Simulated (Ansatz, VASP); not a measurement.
## Rh in VASP and in Ansatz

INCAR

```
SYSTEM = Rh
PREC = Accurate
ENCUT = 520
EDIFF = 1E-6
ISMEAR = 0
SIGMA = 0.15
LREAL = .False.
LASPH = .True.
NELM = 80
ALGO = Fast
ISIF = 2
LWAVE = .False.
LCHARG = .True.
GGA = CA
LELF = .True.
LVHAR = .True.
NBANDS = 14
```

KPOINTS

```
regular mesh
0
Gamma
  22 22 22
  0 0 0
```

Contents of POSCAR:

```
Rh
1.0
    0.0000000000      1.9015500000      1.9015500000
    1.9776120000      0.0000000000      1.9015500000
    1.9776120000      1.9015500000      0.0000000000
Rh
1
Direct
    0.0000000000      0.0000000000      0.0000000000
```

Input for Ansatz:

```yaml
crystal:
  lattice:
    - [0.0, 1.90155, 1.90155]
    - [1.977612, 0.0, 1.90155]
    - [1.977612, 1.90155, 0.0]
  atoms:
    - { symbol: Rh, position: [0.0, 0.0, 0.0] }
basis:
  ecutwfc: 420
kpoints:
  mp_grid: { grid: [22, 22, 22] }
hamiltonian:
  xc: lda
scf:
  occupations: { method: gaussian, width: 0.15 }
output:
  forces: true
  stress: true
  eigenvalues: true
```

Change from the starting cell: strain +0.0400 x Voigt [1, 0, 0, 0, 0, 0], atoms carried along.

Alike in both runs: task single point; functional LDA; k mesh 22 × 22 × 22; occupations gaussian, width 0.15 eV; no spin polarisation.

|  | VASP | Ansatz |
| --- | --- | --- |
| version | VASP 6.6.1 | Ansatz 0.2.0 |
| potentials or method | VASP PAW LDA potentials, release 64 (Rh_pv) | scalar-relativistic, plane waves, PAW |
| plane-wave cutoff (eV) | 520 | 420 |
| valence electrons in the cell | 15 | 17 |

Ansatz gave:

```
gap on the k mesh at the Fermi level (eV)       : none
pressure (GPa)                                  : -20.1
largest component of the traceless stress (GPa) : 5.81
```

Task: Which values does VASP return?

Result: gap on the k mesh at the Fermi level (eV): none; pressure (GPa): -19.2; largest component of the traceless stress (GPa): 5.80.

A gap of «none» marks a metal or a gap that the smearing closes. The two sets of potentials don't hold the same shells in valence.

Caveats: so large a pressure means that the cell lies far from this level's equilibrium, or that cutoff or potentials fall short (VASP).
